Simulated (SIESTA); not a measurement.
**MnO2 under changes of volume**

One of the cells (11.701 Å³/atom); the others are scaled copies at fixed shape and fractional positions:

```xyz
6
Lattice="2.9234 0.0000 0.0000 0.0000 3.8703 0.0000 0.0000 0.0000 6.2051" Properties=species:S:1:pos:R:3 pbc="T T T"
Mn    1.4617    1.9351    2.1302
Mn    0.0000    0.0000    4.0749
O     1.4617    0.0000    5.1972
O     0.0000    1.9351    1.0079
O     1.4617    0.0000    2.6173
O     0.0000    1.9351    3.5878
```

Measurements of this composition are mostly on another form, of space group No. 136.

```yaml
Program: SIESTA 5.4.2
Functional: PBEsol
Potentials_or_basis: PseudoDojo 0.4 standard (PBEsol files)
Basis: DZP (energy shift 0.003 Ry; two zetas on semicore shells)
Grid_cutoff: 800 Ry
Energy_shift: 0.003 Ry
k_mesh: 9 × 7 × 5
Occupations: fermi-dirac, width 0.05 eV
Spin: collinear spin, ferromagnetic start
Starting_moments: "[4.0, 4.0, 0.0, 0.0, 0.0, 0.0] μB"
```

```tsv
volume (Å³/atom)	energy over the lowest point (meV/atom)	pressure (GPa)	largest force (eV/Å)
10.783	0.00	-0.5	0.282
11.013	3.76	-4.6	0.313
11.242	12.95	-8.1	0.598
11.701	?	?	?
11.930	67.58	-16.6	1.402
12.160	93.06	-18.7	1.620
```

What does the run at 11.701 Å³/atom give?

Energy over the lowest point 45.35 meV/atom; pressure -14.2 GPa; largest force 1.156 eV/Å.

Worked out: A Birch-Murnaghan fit of order 3 (a polynomial in V^(-2/3)) to the other rows has its minimum at 10.76 Å³/atom, just outside them, with B0 = V·E''(V) = 209 GPa and B' = 5.0 at fixed shape and positions, which overstates the stiffness. It gives 45.48 meV/atom at 11.701 Å³/atom, against the run's 45.35, and -dE/dV = -14.2 GPa, against -14.2.

Energies are extrapolated to zero smearing.

Caveats: short orbitals over semicore shells can move pressures by several GPa; the basis of atomic orbitals isn't converged, which shifts pressures, moduli and gaps; only a ferromagnetic start was run, and an antiferromagnetic order may lie lower in energy; forces of over 1 eV/Å show positions far from the minimum, so gaps and moduli don't describe the material at rest (some runs).
